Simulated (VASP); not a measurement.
Sb:

```xyz
1
Lattice="-1.5765 1.5765 2.7119 1.5765 -1.5765 2.7119 1.5765 1.5765 -2.7119" Properties=species:S:1:pos:R:3 pbc="T T T"
Sb    0.0000    0.0000    0.0000
```

This isn't the form of Sb at room conditions, which is rhombohedral.

| Item | Value |
| --- | --- |
| Program | VASP 6.6.1 |
| Task | single point |
| Functional | PBEsol |
| Potentials or basis | VASP PAW PBE potentials, release 64 (Sb) |
| Cutoff | 520 eV |
| k mesh | 12 × 12 × 12 |
| Occupations | fermi-dirac, width 0.05 eV |
| Spin | no spin polarisation |

On this cell: pressure -1.3 GPa; band gap on the k mesh none (metal or under the smearing width).

The same run follows on a disturbed copy (cell strained at random at fixed volume):

```
Sb
1.0
    -1.57758    1.58021    2.71183
     1.56699   -1.54428    2.68478
     1.60429    1.57099   -2.69094
Sb
1
Direct
  0.01775 0.00466 0.01701
```

Problem. What changes?

Solution. The energy (extrapolated to zero smearing) moves by -1.2 meV/atom; pressure -1.3 GPa; band gap on the k mesh none (metal or under the smearing width).

Stress tensor (GPa, compression positive):
```
-1.49  0.21  0.01
 0.21 -0.75  0.23
 0.01  0.23 -1.80
```

The energy falls, though the first cell shows no forces: that form is unstable against this distortion, unless noise or another electronic state is at work.

Caveats: the PAW data sets were made with another functional, which shifts forces and pressure a little.
